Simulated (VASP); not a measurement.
# Mo (Im-3m) in VASP: a series of runs

The runs below take Mo through relaxation of cell and atoms, with LDA.

Everything below comes from runs of VASP 6.6.1. Logs are shortened: lines on timing, memory, paths and dates and some standing lists are left out, and cuts for length are marked.

### 1 The structure

The structure is cubic, space group Im-3m (No. 229). Conventional cell: a = 3.147 Å, b = 3.147 Å, c = 3.147 Å, α = 90.00°, β = 90.00°, γ = 90.00°. Mo (site symmetry m-3m) has 8 Mo at 2.73 Å as nearest neighbours.

### 2 Relaxation of cell and atoms, LDA

Contents of INCAR:

```
  ALGO = Fast
  EDIFF = 1E-7
  EDIFFG = -0.002
  ENCUT = 350
  GGA = CA
  IBRION = 2
  ISIF = 3
  ISMEAR = 0
  LASPH = T
  LCHARG = F
  LREAL = F
  LWAVE = F
  NELM = 60
  NSW = 80
  PREC = Accurate
  SIGMA = 0.1
```

Contents of KPOINTS:

```
k-points
0
Gamma
  10 10 10
```

Contents of POSCAR:

```
Mo
1.0
   -1.5734150000      1.5734150000      1.5734150000
    1.5734150000     -1.5734150000      1.5734150000
    1.5734150000      1.5734150000     -1.5734150000
Mo
1
Direct
    0.0000000000      0.0000000000      0.0000000000
```

Potentials or basis: VASP PAW LDA potentials, release 64 (Mo_sv).

Run with:

```bash
$ cat potpaw_LDA.64/Mo_sv/POTCAR > POTCAR
$ mpirun -np 1 vasp_std > vasp.out
```

OUTCAR:

```text
EDIFF = 1E-7
   EDIFFG = -0.002
   ENCUT = 350
   GGA = CA
   IBRION = 2
   ISIF = 3
   ISMEAR = 0
   LASPH = T
   LREAL = F
   NELM = 60
   NSW = 80
   PREC = Accurate

 ion  position               nearest neighbor table
   1  0.000  0.000  0.000-

  LATTYP: Found a body centered cubic cell.
 ALAT       =     3.1468300000

  Lattice vectors:

 A1 = (  -1.5734150000,   1.5734150000,   1.5734150000)
 A2 = (   1.5734150000,  -1.5734150000,   1.5734150000)
 A3 = (   1.5734150000,   1.5734150000,  -1.5734150000)

Analysis of symmetry for initial positions (statically):
=====================================================================
 Subroutine PRICEL returns:
 Original cell was already a primitive cell.

 Routine SETGRP: Setting up the symmetry group for a
 body centered cubic supercell.

 Subroutine GETGRP returns: Found 48 space group operations
 (whereof 48 operations were pure point group operations)
 out of a pool of 48 trial point group operations.

The static configuration has the point symmetry O_h .

Analysis of symmetry for dynamics (positions and initial velocities):
=====================================================================
 Subroutine PRICEL returns:
 Original cell was already a primitive cell.

 Routine SETGRP: Setting up the symmetry group for a
 body centered cubic supercell.

 Subroutine GETGRP returns: Found 48 space group operations
 (whereof 48 operations were pure point group operations)
 out of a pool of 48 trial point group operations.

The dynamic configuration has the point symmetry O_h .

 Subroutine INISYM returns: Found 48 space group operations
 (whereof 48 operations are pure point group operations),
 and found     1 'primitive' translations

----------------------------------------------------------------------------------------

                                     Primitive cell

  volume of cell :      15.5808

  direct lattice vectors                    reciprocal lattice vectors
    -1.573415000  1.573415000  1.573415000     0.000000000  0.317780115  0.317780115
     1.573415000 -1.573415000  1.573415000     0.317780115  0.000000000  0.317780115
     1.573415000  1.573415000 -1.573415000     0.317780115  0.317780115  0.000000000

  length of vectors
     2.725234721  2.725234721  2.725234721     0.449408949  0.449408949  0.449408949

  position of ions in fractional coordinates (direct lattice)
     0.000000000  0.000000000  0.000000000

  ion indices of the primitive-cell ions
   primitive index   ion index
                 1           1

----------------------------------------------------------------------------------------

 KPOINTS: k-points

Automatic generation of k-mesh.
 Grid dimensions read from file:
 generate k-points for:   10   10   10

 Generating k-lattice:

  Cartesian coordinates                     Fractional coordinates (reciprocal lattice)
     0.000000000  0.031778012  0.031778012     0.100000000  0.000000000  0.000000000
     0.031778012  0.000000000  0.031778012     0.000000000  0.100000000  0.000000000
     0.031778012  0.031778012  0.000000000     0.000000000  0.000000000  0.100000000

  Length of vectors
     0.044940895  0.044940895  0.044940895

  Shift w.r.t. Gamma in fractional coordinates (k-lattice)
     0.000000000  0.000000000  0.000000000

 Subroutine IBZKPT returns following result:
 ===========================================

 Found     47 irreducible k-points:

 Following reciprocal coordinates:
            Coordinates               Weight
  0.000000  0.000000  0.000000      1.000000
  0.100000  0.000000  0.000000     12.000000
  0.200000  0.000000  0.000000     12.000000
  0.300000  0.000000  0.000000     12.000000
  0.400000  0.000000  0.000000     12.000000
  0.500000  0.000000  0.000000      6.000000
[... 16 lines left out ...]
  0.300000  0.300000  0.100000      8.000000
 -0.300000  0.300000  0.100000     24.000000
 [... further k-points ...]
   k-points           NKPTS =     47   k-points in BZ     NKDIM =     47   number of bands    NBANDS=     11
   number of dos      NEDOS =    301   number of ions     NIONS =      1
   total plane-waves  NPLWV =   5832
   dimension x,y,z NGX =    18 NGY =   18 NGZ =   18
   dimension x,y,z NGXF=    36 NGYF=   36 NGZF=   36
   ions per type =               1
   NGX,Y,Z   is equivalent  to a cutoff of  10.98, 10.98, 10.98 a.u.
   NGXF,Y,Z  is equivalent  to a cutoff of  21.96, 21.96, 21.96 a.u.
 SYSTEM =  unknown system
   PREC   = accura    normal or accurate (medium, high low for compatibility)
   ISTART =      0    job   : 0-new  1-cont  2-samecut
   ICHARG =      2    charge: 1-file 2-atom 10-const
   ISPIN  =      1    spin polarized calculation?
   LNONCOLLINEAR =      F non collinear calculations
   LSORBIT =      F    spin-orbit coupling
   LASPH  =      T    aspherical Exc in radial PAW
   ENCUT  =  350.0 eV  25.72 Ry    5.07 a.u.   4.16  4.16  4.16*2*pi/ulx,y,z
   NELM   =     60;   NELMIN=  2; NELMDL= -5     # of ELM steps
   EDIFF  = 0.1E-06   stopping-criterion for ELM
   LREAL  =      F    real-space projection
   EDIFFG = -.2E-02   stopping-criterion for IOM
   NSW    =     80    number of steps for IOM
   IBRION =      2    ionic relax: 0-MD 1-quasi-New 2-CG
   NFREE  =      1    steps in history (QN), initial steepest desc. (CG)
   ISIF   =      3    stress and relaxation
   ISYM   =      2    0-nonsym 1-usesym 2-fastsym
   POTIM  = 0.5000    time-step for ionic-motion
   TEBEG  =    0.0;   TEEND  =   0.0 temperature during run
   PSTRESS=    0.0 pullay stress
   NELECT =      14.0000    total number of electrons
   NUPDOWN=      -1.0000    fix difference up-down
   EMIN   =  10.00;   EMAX   =-10.00  energy-range for DOS
   EFERMI =   0.00;   METHOD = LEGACY
   ISMEAR =     0;   SIGMA  =   0.10  broadening in eV -4-tet -1-fermi 0-gaus
   EFERMI_NEDOS =   21; number of points for ismear=-14 and -15
   IALGO  =     68    algorithm
   IMIX   =      4    mixing-type and parameters
     AMIX     =   0.40;   BMIX     =  1.00
     AMIX_MAG =   1.60;   BMIX_MAG =  1.00
  volume/ion in A,a.u.               =      15.58       105.14
  Fermi-wavevector in a.u.,A,eV,Ry     =   1.579747  2.985289 33.954710  2.495601
  Thomas-Fermi vector in A             =   2.680079
   LORBIT       =      0    0 simple, 1 ext, 2 COOP (PROOUT), +10 PAW based schemes
   GGA     = CA    functional components
   LHFCALC =     F    Hartree Fock is set to
   AEXX    =    0.0000 exact exchange contribution
   IVDW    =     0    specifies the selected vdW correction
   LEPSILON=     F    determine dielectric tensor
   LRPA    =     F    only Hartree local field effects (RPA)
 conjugate gradient relaxation of ions
 non-spin polarized calculation
 RMM-DIIS sequential band-by-band and
 Gauss-broadening in eV      SIGMA  =   0.10
  energy-cutoff  :      350.00
  volume of cell :       15.58
 maximum number of plane-waves:       238
 NGX is ok and might be reduce to    18
   NGX =  9   NGY =  9   NGZ =  9

--------------------------------------- Ionic step        1  -------------------------------------------

 number of electron      14.0000001 magnetization

 Free energy of the ion-electron system (eV)
  ---------------------------------------------------
  ext. energy  EPLUGINS =         0.00000000
  ---------------------------------------------------
  free energy    TOTEN  =       -12.10603685 eV

  energy without entropy =      -12.10132394  energy(sigma->0) =      -12.10368039

------------------------ aborting loop because EDIFF is reached ----------------------------------------

  FORCE on cell =-STRESS in cart. coord.  units (eV):
  Direction    XX          YY          ZZ          XY          YZ          ZX
  --------------------------------------------------------------------------------------
  -------------------------------------------------------------------------------------
  Total       -0.9744466     -0.9744466     -0.9744466     -0.0000000      0.0000000      0.0000000
  in kB     -100.2025466   -100.2025466   -100.2025466     -0.0000000      0.0000000      0.0000000
  external PRESSURE =    -100.2025466 kB  Pullay stress =       0.0000000 kB
[... 195 lines left out ...]
  energy  without entropy=      -12.1197598145  energy(sigma->0) =      -12.12194956

--------------------------------------- Ionic step        7  -------------------------------------------

 number of electron      13.9999992 magnetization

 Free energy of the ion-electron system (eV)
  ---------------------------------------------------
  ext. energy  EPLUGINS =         0.00000000
  ---------------------------------------------------
  free energy    TOTEN  =       -12.12415475 eV

  energy without entropy =      -12.11977453  energy(sigma->0) =      -12.12196464

 E-fermi :  13.2543     XC(G=0): -13.8249

 val. band max:       13.2450471767   @ k =  -0.2000   0.2000   0.2000
 cond. band min:      13.2873994164   @ k =   0.5000   0.5000   0.2000
 fundamental gap:      0.0423522396
 Fermi energy:        13.2543053936

 k-point     1 :       0.0000    0.0000    0.0000
  band No.  band energies     occupation
      1     -47.7861      2.00000
      2     -21.1331      2.00000
      3     -21.1331      2.00000
      4     -21.1331      2.00000
      5       5.7688      2.00000
      6      11.6853      2.00000
      7      11.6853      2.00000
      8      11.6853      2.00000
      9      14.8406      0.00000
     10      14.8406      0.00000
     11      28.0029      0.00000
[... 309 lines left out ...]
 k-point    24 :      -0.3000    0.3000    0.1000
  band No.  band energies     occupation
      1     -47.5549      2.00000
      2     -22.1944      2.00000
      3     -21.5288      2.00000
      4     -21.2628      2.00000
      5       8.3521      2.00000
      6      10.6058      2.00000
      7      11.4043      2.00000
      8      13.6824      0.00000
      9      15.1007      0.00000
     10      15.9411      0.00000
     11      27.6377      0.00000

 [... further k-points ...]
[... 5 lines left out ...]
  --------------------------------------------------------------------------------------
  -------------------------------------------------------------------------------------
  Total       -0.0003491     -0.0003491     -0.0003491     -0.0000000      0.0000000      0.0000000
  in kB       -0.0372383     -0.0372383     -0.0372383     -0.0000000      0.0000000      0.0000000
  external PRESSURE =      -0.0372383 kB  Pullay stress =       0.0000000 kB
[... 16 lines left out ...]
  FREE ENERGIE OF THE ION-ELECTRON SYSTEM (eV)
  ---------------------------------------------------
  free  energy   TOTEN  =       -12.1241547511 eV

  energy  without entropy=      -12.1197745293  energy(sigma->0) =      -12.12196464

 reached required accuracy - stopping structural energy minimisation
```

Run time: 14 s. Hardware: 1 thread of Intel Xeon Platinum 8488C (Sapphire Rapids), shared host; peak memory 0.12 GiB.

What came out:

| Quantity | Value |
| --- | --- |
| Free energy | -12.1242 eV |
| Relaxed volume | 15.02 Å³/atom |
| Relaxed cell | a = 2.692 Å, b = 2.692 Å, c = 2.692 Å, α = 109.47°, β = 109.47°, γ = 109.47° |
| Space group after relaxing (to 0.05 Å) | Im-3m (No. 229) |
| Energy gained by relaxing | 18.1 meV/atom |
| Ionic steps | 7 |
| Pressure after relaxing | 0.0 GPa |
| Band gap on the k mesh | none (metal or under the smearing width) |

Step by step:
```tsv
step	energy change (eV)	largest force (eV/Å)	pressure (GPa)	volume (Å³)
1	0.0000	0.0000	-10.02	15.58
2	0.1562	0.0000	40.14	13.49
3	-0.0181	0.0000	-0.40	15.04
4	-0.0181	0.0000	-0.09	15.02
5	-0.0181	0.0000	0.13	15.01
6	-0.0181	0.0000	-0.31	15.04
7	-0.0181	0.0000	0.00	15.02
```

Final structure:
```
Mo
1.0
    -1.55430    1.55430    1.55430
     1.55430   -1.55430    1.55430
     1.55430    1.55430   -1.55430
Mo
1
Direct
  0.00000 0.00000 0.00000
```

LDA usually gives volumes a few per cent too small. Zero-point motion and thermal expansion aren't in these numbers.

### 3 Relaxation of cell and atoms, LDA

This run uses another cell than the first one, of 15.02 Å³/atom, 0.964 times its volume.

INCAR is that of step 2.

KPOINTS is that of step 2.

Contents of POSCAR:

```
Mo                                      
1.0
   -1.5542981951      1.5542981951      1.5542981951
    1.5542981951     -1.5542981951      1.5542981951
    1.5542981951      1.5542981951     -1.5542981951
  Mo            
     1
Direct
     0.0000000000000000    0.0000000000000000    0.0000000000000000
```

Potentials or basis: VASP PAW LDA potentials, release 64 (Mo_sv).

Run with:

```bash
$ cat potpaw_LDA.64/Mo_sv/POTCAR > POTCAR
$ mpirun -np 1 vasp_std > vasp.out
```

It took 3.7 s on 1 thread of Intel Xeon Platinum 8488C (Sapphire Rapids), shared host; peak memory 0.11 GiB.

The run converged. Its results:

* Free energy: -12.1192 eV
* Relaxed volume: 15.02 Å³/atom
* Relaxed cell: a = 2.692 Å, b = 2.692 Å, c = 2.692 Å, α = 109.47°, β = 109.47°, γ = 109.47°
* Space group after relaxing (to 0.05 Å): Im-3m (No. 229)
* Energy gained by relaxing: 0.0 meV/atom
* Ionic steps: 3
* Pressure after relaxing: 0.0 GPa
* Band gap on the k mesh: none (metal or under the smearing width)

Final structure:
```
CELL_PARAMETERS angstrom
-1.55421 1.55421 1.55421
1.55421 -1.55421 1.55421
1.55421 1.55421 -1.55421
ATOMIC_POSITIONS crystal
Mo 0.00000 0.00000 0.00000
```

Levels at points of the mesh, in eV from the Fermi level:
```csv
k point,band 5,band 6,band 7,band 8,band 9,band 10
"(0.00, 0.00, 0.00)",-7.49,-1.57,-1.57,-1.57,1.59,1.59
"(0.50, 0.00, 0.00)",-5.71,-3.73,1.65,1.71,2.31,4.96
"(0.50, 0.50, 0.50)",-5.91,-5.91,4.14,4.14,4.14,9.24
```
